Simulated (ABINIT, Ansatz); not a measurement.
## How the form of the self-energy moves the gap of KBr (Fm-3m)

Wanted: the gap of KBr (Fm-3m) under several approximations, with cost.

Method: PBE and many-body steps on it, plane waves, in ABINIT 10.8.3.

### Step 1. Set-up

It takes space group Fm-3m (No. 225, cubic). Conventional cell: a = 6.600 Å, b = 6.600 Å, c = 6.600 Å, α = 90.00°, β = 90.00°, γ = 90.00°. Nearest to K lie 6 Br at 3.30 Å. Br has 6 K at 3.30 Å nearest. Farther neighbours and most contacts between anions are not listed.

Structure file:

```cif
data_structure
_symmetry_space_group_name_H-M 'Fm-3m'
_symmetry_Int_Tables_number 225
_cell_length_a 6.6000
_cell_length_b 6.6000
_cell_length_c 6.6000
_cell_angle_alpha 90.000
_cell_angle_beta 90.000
_cell_angle_gamma 90.000
_cell_volume 287.50
loop_
_atom_site_label
_atom_site_type_symbol
_atom_site_symmetry_multiplicity
_atom_site_Wyckoff_symbol
_atom_site_fract_x
_atom_site_fract_y
_atom_site_fract_z
_atom_site_occupancy
K1 K 4 a 0.00000 0.00000 0.00000 1
Br1 Br 4 b 0.50000 0.00000 0.00000 1
```

The cell and positions come from the Crystallography Open Database and are kept as given unless a step says otherwise.

### Step 2. Empty states on the mesh, 4×4×4 mesh, 1321 bands

This step: ABINIT 10.8.3; DFT, PBE, plane waves, norm-conserving pseudopotentials.

The sums over transitions need many empty states on a uniform mesh; this step solves for them.

run.abi reads:

```
acell 3*1.0 Angstrom
rprim 
  0.000000000000 3.300000000000 3.300000000000
  3.300000000000 0.000000000000 3.300000000000
  3.300000000000 3.300000000000 0.000000000000
ntypat 2
znucl 19 35
natom 2
typat 1 2
xred 
  0.000000000000 0.000000000000 0.000000000000
  0.500000000000 0.500000000000 0.500000000000
pp_dirpath "pseudos"
pseudos "K.upf, Br.upf"
ecut 33
ngkpt 4 4 4
nshiftk 1
shiftk 0 0 0
kptopt 1
chksymbreak 0
irdden 1
istwfk *1
nband 1321
prtvol 0
optdriver 6
gwr_task "HDIAGO"
paral_kgb 0
occopt 1
indata_prefix "in"
outdata_prefix "out"
tmpdata_prefix "tmp"
```

Command:

```sh
> OMP_NUM_THREADS=1 mpirun -n 4 abinit run.abi > log
```

What it wrote:

```text
.Version 10.8.3 of ABINIT. v10.8.2 released Aug 2026.

 Symmetries : space group Fm -3 m (#225); Bravais cF (face-center cubic)
[... echo of the input left out ...]
== DATASET  1 ==================================================================
-   mpi_nproc: 4, omp_nthreads: 1 (-1 if OMP is not activated)

--- !DatasetInfo
iteration_state: {dtset: 1, }
dimensions: {natom: 2, nkpt: 8, mband: 1321, nsppol: 1, nspinor: 1, nspden: 1, mpw: 4477, }
cutoff_energies: {ecut:  33.0, pawecutdg:  -1.0, }
[...]
Direct band gap semiconductor
 Fundamental gap:     4.436 (eV)
   VBM:    -0.010 (eV) at k: [ 0.0000E+00,  0.0000E+00,  0.0000E+00]
   CBM:     4.426 (eV) at k: [ 0.0000E+00,  0.0000E+00,  0.0000E+00]
 Direct gap:         4.436 (eV) at k: [ 0.0000E+00,  0.0000E+00,  0.0000E+00]

== END DATASET(S) ==============================================================
================================================================================

 -outvars: echo values of variables after computation  --------
           etotal      0.0000000000E+00
            nband        1321
             nkpt           8
          spgroup         225
 [... the other variables as echoed above ...]

 Calculation completed.
```

Elapsed: 2.4 min, on 4 MPI ranks of Arm Neoverse V2, shared host; peak memory 4.7 GiB; 9.7 min of CPU time.

Numbers from this step:

| Item | Value |
| --- | --- |
| gap | 4.436 eV |
| k of the valence top | 0, 0, 0 |
| k of the conduction bottom | 0, 0, 0 |
| least direct gap | 4.436 eV |
| k points computed | 8 |
| lowest point of the top converged band, above the valence top | 391.2522 eV |

On this mesh the gap is 4.436 eV.

The density comes from a self-consistent run that is not shown.

### Step 3. Screening, 4×4×4 mesh, 540 bands, screening to 283 eV

The RPA dielectric matrix is built and inverted for each q.

This step: RPA screening on PBE, plane waves, norm-conserving pseudopotentials.

run.abi, as its differences from that of step 2:

```diff
@@ -20,10 +20,11 @@
 chksymbreak 0
-irdden 1
 istwfk *1
-nband 1321
-prtvol 0
-optdriver 6
-gwr_task "HDIAGO"
-paral_kgb 0
 occopt 1
+irdwfk 1
+optdriver 3
+nband 540
+ecuteps 10.4
+inclvkb 2
+awtr 1
+symchi 1
 indata_prefix "in"
```

What it wrote:

```text
.Version 10.8.3 of ABINIT. v10.8.2 released Aug 2026.

 Symmetries : space group Fm -3 m (#225); Bravais cF (face-center cubic)
[... echo of the input left out ...]
== DATASET  1 ==================================================================
-   mpi_nproc: 4, omp_nthreads: 1 (-1 if OMP is not activated)

--- !DatasetInfo
iteration_state: {dtset: 1, }
dimensions: {natom: 2, nkpt: 8, mband: 540, nsppol: 1, nspinor: 1, nspden: 1, mpw: 4477, }
cutoff_energies: {ecut:  33.0, pawecutdg:  -1.0, }
electrons: {nelect:   1.60000000E+01, charge:   0.00000000E+00, occopt:   1.00000000E+00, tsmear:   1.00000000E-02, }

 SCREENING: Calculation of the susceptibility and dielectric matrices

 Based on a program developped by R.W. Godby, V. Olevano, G. Onida, and L. Reining.
 Incorporated in ABINIT by V. Olevano, G.-M. Rignanese, and M. Torrent.
.Using double precision arithmetic ; gwpc =  8

[... cell and pseudopotentials left out ...]
--------------------------------------------------------------------------------

 ==== K-mesh for the wavefunctions ====
 Number of points in the irreducible wedge :     8
[... list of points left out ...]
 Together with 48 symmetry operations and time-reversal symmetry
 yields    64 points in the full Brillouin Zone.

 ==== Q-mesh for the screening function ====
 Number of points in the irreducible wedge :     8
[... list of points left out ...]
 Together with 48 symmetry operations and time-reversal symmetry
 yields    64 points in the full Brillouin Zone.

 setmesh: FFT mesh size selected  =    36x   36x   36
          total number of points  =        46656

 vcoul_init : cutoff-mode = AUXILIARY_FUNCTION
 q-points for optical limit:   1
     1)      0.000010    0.000020    0.000030

- screening: taking advantage of time-reversal symmetry
- Maximum band index for partially occupied states nbvw = 8
- Remaining bands to be divided among processors   nbcw = 532
- Number of bands treated by each node ~133

 Number of electrons calculated from density =   16.0000; Expected =   16.0000
 average of density, n =  0.032988
 r_s =    1.9343
 omega_plasma =   17.5199 [eV]

 calculating chi0 at frequencies [eV] :
  1    0.000000E+00    0.000000E+00
  2    0.000000E+00    1.751989E+01

--------------------------------------------------------------------------------
  q-point number  1        q = ( 0.000000, 0.000000, 0.000000) [r.l.u.]
--------------------------------------------------------------------------------
[... chi0 elements left out ...]
 For q-point:  0.000010 0.000020 0.000030
  dielectric constant =   2.3738
  dielectric constant without local fields =   2.8543

  Average fulfillment of the sum rule on Im[epsilon] for q-point    1 :     92.56  [%]
[... wings left out ...]
  q-point number  2        q = ( 0.250000, 0.000000, 0.000000) [r.l.u.]
--------------------------------------------------------------------------------
[... chi0 elements left out ...]
  Average fulfillment of the sum rule on Im[epsilon] for q-point    2 :     94.07  [%]

 [... 6 further q-points ...]
```

It took 7.5 min on 4 MPI ranks; peak memory 4.1 GiB; 30 min of CPU time.

Numbers from this step:

- ε∞ with local fields, on this mesh, along the program's q direction: 2.374
- the same without local fields: 2.854
- plasma frequency: 17.52 eV
- plane waves in the screening matrix: 749

Local fields lower ε∞ by 17 %.

### Step 4. G0W0, Godby-Needs plasmon pole

The self-energy is evaluated for the states that the input lists, and the levels follow from it, in one-shot runs by the linearised quasiparticle equation.

This step: G0W0 on PBE, plane waves, norm-conserving pseudopotentials.

run.abi, as its differences from that of step 3:

```diff
@@ -23,8 +23,15 @@
 irdwfk 1
-optdriver 3
+optdriver 4
 nband 540
+gwcalctyp 0
+ecutsigx 33
+symsigma 1
+nkptgw 1
+kptgw 
+  0.0000000000 0.0000000000 0.0000000000
+bdgw 
+  6 12
 ecuteps 10.4
-inclvkb 2
-awtr 1
-symchi 1
+irdscr 1
+ppmodel 1
 indata_prefix "in"
```

What it wrote:

```text
.Version 10.8.3 of ABINIT. v10.8.2 released Aug 2026.

 Symmetries : space group Fm -3 m (#225); Bravais cF (face-center cubic)
[... echo of the input left out ...]
== DATASET  1 ==================================================================
-   mpi_nproc: 4, omp_nthreads: 1 (-1 if OMP is not activated)

--- !DatasetInfo
iteration_state: {dtset: 1, }
dimensions: {natom: 2, nkpt: 8, mband: 540, nsppol: 1, nspinor: 1, nspden: 1, mpw: 4477, }
cutoff_energies: {ecut:  33.0, pawecutdg:  -1.0, }
electrons: {nelect:   1.60000000E+01, charge:   0.00000000E+00, occopt:   1.00000000E+00, tsmear:   1.00000000E-02, }

 SIGMA: Calculation of the GW corrections

 Based on a program developped by R.W. Godby, V. Olevano, G. Onida, and L. Reining.
 Incorporated in ABINIT by V. Olevano, G.-M. Rignanese, and M. Torrent.
.Using double precision arithmetic ; gwpc =  8

[... cell and pseudopotentials left out ...]
--------------------------------------------------------------------------------

 ==== K-mesh for the wavefunctions ====
 Number of points in the irreducible wedge :     8
[... list of points left out ...]
 Together with 48 symmetry operations and time-reversal symmetry
 yields    64 points in the full Brillouin Zone.

 ==== Q-mesh for screening function ====
 Number of points in the irreducible wedge :     8
[... list of points left out ...]
 Together with 48 symmetry operations and time-reversal symmetry
 yields    64 points in the full Brillouin Zone.

 vcoul_init : cutoff-mode = AUXILIARY_FUNCTION
 q-points for optical limit:   1
     1)      0.000010    0.000020    0.000030
 setmesh: FFT mesh size selected  =    45x   45x   45
          total number of points  =        91125

 Number of electrons calculated from density =   16.0000; Expected =   16.0000
 average of density, n =  0.032988
 r_s =    1.9343
 omega_plasma =   17.5199 [eV]

 === KS Band Gaps ===
  >>>> For spin  1
   Minimum direct gap =   4.4359 [eV], located at k-point      :   0.0000  0.0000  0.0000
   Fundamental gap    =   4.4359 [eV], Top of valence bands at :   0.0000  0.0000  0.0000
                                       Bottom of conduction at :   0.0000  0.0000  0.0000
 SIGMA fundamental parameters:
 PLASMON POLE MODEL  1
 number of plane-waves for SigmaX                 4477
 number of plane-waves for SigmaC and W            749
 number of plane-waves for wavefunctions          4477
 number of bands                                   540
 number of independent spin polarizations            1
 number of spinorial components                      1
 number of k-points in IBZ                           8
 number of q-points in IBZ                           8
 number of symmetry operations                      48
 number of k-points in BZ                           64
 number of q-points in BZ                           64
 number of frequencies for dSigma/dE                 9
 frequency step for dSigma/dE [eV]                0.25
 number of omega for Sigma on real axis              0
 max omega for Sigma on real axis  [eV]           0.00
 zcut for avoiding poles [eV]                     0.10

 EPSILON^-1 parameters (SCR file):
 dimension of the eps^-1 matrix on file            749
 dimension of the eps^-1 matrix used               749
 number of plane-waves for wavefunctions          4477
 number of bands                                   540
 number of q-points in IBZ                           8
 number of frequencies                               2
 number of real frequencies                          1
 number of imag frequencies                          1

 matrix elements of self-energy operator (all in [eV])

 Perturbative Calculation

--- !SelfEnergy_ee
iteration_state: {dtset: 1, }
kpoint     : [   0.000,    0.000,    0.000, ]
spin       : 1
KS_gap     :    4.436
QP_gap     :    7.015
Delta_QP_KS:    2.579
data: !SigmaeeData |
     Band     E0 <VxcDFT>   SigX SigC(E0)      Z dSigC/dE  Sig(E)    E-E0       E
        6  -0.010 -12.760 -16.565   1.323   0.813  -0.230 -14.778  -2.018  -2.027
        7  -0.010 -12.760 -16.565   1.323   0.813  -0.230 -14.778  -2.018  -2.027
        8  -0.010 -12.760 -16.565   1.323   0.813  -0.230 -14.778  -2.018  -2.027
        9   4.426  -6.661  -3.089  -2.922   0.864  -0.157  -6.099   0.561   4.987
       10   7.598  -8.409  -3.762  -3.154   0.858  -0.165  -7.128   1.281   8.880
       11   7.598  -8.409  -3.762  -3.154   0.858  -0.165  -7.128   1.281   8.880
       12   7.598  -8.409  -3.762  -3.154   0.858  -0.165  -7.128   1.281   8.880

== END DATASET(S) ==============================================================
================================================================================

 -outvars: echo values of variables after computation  --------
           etotal      0.0000000000E+00
            nband         540
             nkpt           8
          spgroup         225
 [... the other variables as echoed above ...]

 Calculation completed.
```

Elapsed: 2.9 min, on 4 MPI ranks; peak memory 4.9 GiB; 12 min of CPU time.

Numbers from this step:

- G0W0 gap on the points computed: 7.014 eV
- starting gap on the mesh: 4.436 eV
- k of the valence top: 0, 0, 0
- k of the conduction bottom: 0, 0, 0
- Z at the valence top: 0.813
- Z at the conduction bottom: 0.864
- least direct G0W0 gap on the computed points: 7.014 eV

The gap on the mesh goes from 4.44 eV to 7.01 eV, a correction of +2.58 eV.

### Step 5. G0W0, Engel-Farid plasmon pole

run.abi, as its differences from that of step 4:

```diff
@@ -35,3 +35,3 @@
 irdscr 1
-ppmodel 1
+ppmodel 4
 indata_prefix "in"
```

What it wrote:

```text
.Version 10.8.3 of ABINIT. v10.8.2 released Aug 2026.

 Symmetries : space group Fm -3 m (#225); Bravais cF (face-center cubic)
[... echo of the input left out ...]
== DATASET  1 ==================================================================
-   mpi_nproc: 4, omp_nthreads: 1 (-1 if OMP is not activated)

--- !DatasetInfo
iteration_state: {dtset: 1, }
dimensions: {natom: 2, nkpt: 8, mband: 540, nsppol: 1, nspinor: 1, nspden: 1, mpw: 4477, }
cutoff_energies: {ecut:  33.0, pawecutdg:  -1.0, }
electrons: {nelect:   1.60000000E+01, charge:   0.00000000E+00, occopt:   1.00000000E+00, tsmear:   1.00000000E-02, }

 SIGMA: Calculation of the GW corrections

 Based on a program developped by R.W. Godby, V. Olevano, G. Onida, and L. Reining.
 Incorporated in ABINIT by V. Olevano, G.-M. Rignanese, and M. Torrent.
.Using double precision arithmetic ; gwpc =  8

[... cell and pseudopotentials left out ...]
--------------------------------------------------------------------------------

 ==== K-mesh for the wavefunctions ====
 Number of points in the irreducible wedge :     8
[... list of points left out ...]
 Together with 48 symmetry operations and time-reversal symmetry
 yields    64 points in the full Brillouin Zone.

 ==== Q-mesh for screening function ====
 Number of points in the irreducible wedge :     8
[... list of points left out ...]
 Together with 48 symmetry operations and time-reversal symmetry
 yields    64 points in the full Brillouin Zone.

 vcoul_init : cutoff-mode = AUXILIARY_FUNCTION
 q-points for optical limit:   1
     1)      0.000010    0.000020    0.000030
 setmesh: FFT mesh size selected  =    45x   45x   45
          total number of points  =        91125

 Number of electrons calculated from density =   16.0000; Expected =   16.0000
[...]
number of q-points in BZ                           64
 number of frequencies for dSigma/dE                 9
 frequency step for dSigma/dE [eV]                0.25
 number of omega for Sigma on real axis              0
 max omega for Sigma on real axis  [eV]           0.00
 zcut for avoiding poles [eV]                     0.10

 EPSILON^-1 parameters (SCR file):
 dimension of the eps^-1 matrix on file            749
 dimension of the eps^-1 matrix used               749
 number of plane-waves for wavefunctions          4477
 number of bands                                   540
 number of q-points in IBZ                           8
 number of frequencies                               2
 number of real frequencies                          1
 number of imag frequencies                          1

 matrix elements of self-energy operator (all in [eV])

 Perturbative Calculation

--- !SelfEnergy_ee
iteration_state: {dtset: 1, }
kpoint     : [   0.000,    0.000,    0.000, ]
spin       : 1
KS_gap     :    4.436
QP_gap     :    7.137
Delta_QP_KS:    2.701
data: !SigmaeeData |
     Band     E0 <VxcDFT>   SigX SigC(E0)      Z dSigC/dE  Sig(E)    E-E0       E
        6  -0.010 -12.760 -16.565   1.045   0.822  -0.217 -15.028  -2.267  -2.277
        7  -0.010 -12.760 -16.565   1.045   0.822  -0.217 -15.028  -2.267  -2.277
        8  -0.010 -12.760 -16.565   1.045   0.822  -0.217 -15.028  -2.267  -2.277
        9   4.426  -6.661  -3.089  -3.074   0.872  -0.147  -6.227   0.434   4.860
       10   7.598  -8.409  -3.762  -3.289   0.864  -0.157  -7.235   1.174   8.772
       11   7.598  -8.409  -3.762  -3.289   0.864  -0.157  -7.235   1.174   8.772
       12   7.598  -8.409  -3.762  -3.289   0.864  -0.157  -7.235   1.174   8.772

== END DATASET(S) ==============================================================
================================================================================

 -outvars: echo values of variables after computation  --------
           etotal      0.0000000000E+00
            nband         540
             nkpt           8
          spgroup         225
 [... the other variables as echoed above ...]

 Calculation completed.
```

Wall time 88 s (4 MPI ranks); peak memory 4.4 GiB.

Numbers from this step:

```yaml
g0w0_gap_on_the_points_computed: 7.137 eV
starting_gap_on_the_mesh: 4.436 eV
k_of_the_valence_top: 0, 0, 0
k_of_the_conduction_bottom: 0, 0, 0
z_at_the_valence_top: 0.822
z_at_the_conduction_bottom: 0.872
least_direct_g0w0_gap_on_the_computed_points: 7.137 eV
```

Against G0W0 in ABINIT (4×4×4 mesh, 540 bands, screening to 283 eV, Godby-Needs plasmon pole), the gap moves by +0.123 eV.

### Step 6. G0W0, von der Linden-Horsch plasmon pole

run.abi, as its differences from that of step 5:

```diff
@@ -35,3 +35,3 @@
 irdscr 1
-ppmodel 4
+ppmodel 3
 indata_prefix "in"
```

What it wrote:

```text
.Version 10.8.3 of ABINIT. v10.8.2 released Aug 2026.

 Symmetries : space group Fm -3 m (#225); Bravais cF (face-center cubic)
[... echo of the input left out ...]
== DATASET  1 ==================================================================
-   mpi_nproc: 4, omp_nthreads: 1 (-1 if OMP is not activated)

--- !DatasetInfo
iteration_state: {dtset: 1, }
dimensions: {natom: 2, nkpt: 8, mband: 540, nsppol: 1, nspinor: 1, nspden: 1, mpw: 4477, }
cutoff_energies: {ecut:  33.0, pawecutdg:  -1.0, }
[...]
10   7.598  -8.409  -3.762  -3.531   0.909  -0.100  -7.394   1.015   8.613
       11   7.598  -8.409  -3.762  -3.531   0.909  -0.100  -7.394   1.015   8.613
       12   7.598  -8.409  -3.762  -3.531   0.909  -0.100  -7.394   1.015   8.613

== END DATASET(S) ==============================================================
================================================================================

 -outvars: echo values of variables after computation  --------
           etotal      0.0000000000E+00
            nband         540
             nkpt           8
          spgroup         225
 [... the other variables as echoed above ...]

 Calculation completed.
```

It took 85 s on 4 MPI ranks; peak memory 4.4 GiB.

This step gave:

| Quantity | Value |
| --- | --- |
| G0W0 gap on the points computed | 7.288 eV |
| starting gap on the mesh | 4.436 eV |
| k of the valence top | 0, 0, 0 |
| k of the conduction bottom | 0, 0, 0 |
| least direct G0W0 gap on the computed points | 7.288 eV |

Against G0W0 in ABINIT (4×4×4 mesh, 540 bands, screening to 283 eV, Godby-Needs plasmon pole), the gap moves by +0.274 eV.

(Part 1 of 2 ends here.)

[Paths, hosts, dates, memory and timing lines, banners, echoed tables and standing remarks are left out of the program output.]

[Logs are printed without paths, hosts, clocks, repeated set-up lines and the standing remarks that a program may print on its own settings, such as how far it seeks lower states.]

[Runs of the session that timed out or met a known fault of the program may be left out.]

[Hosts, paths, dates, database ids (printed as entryN), source tags and the programs' standing remarks are cut or masked in the printed files.]

[G0W0 gaps are taken among the corrected bands and points alone; a level outside them can change the order at an edge.]

[Where Ansatz stands beside ABINIT at settings called matched, ABINIT's density can come from a denser mesh and the files from another edition; pairs whose starting gaps differed by over 0.03 eV were left out, so agreement reads better than it is.]
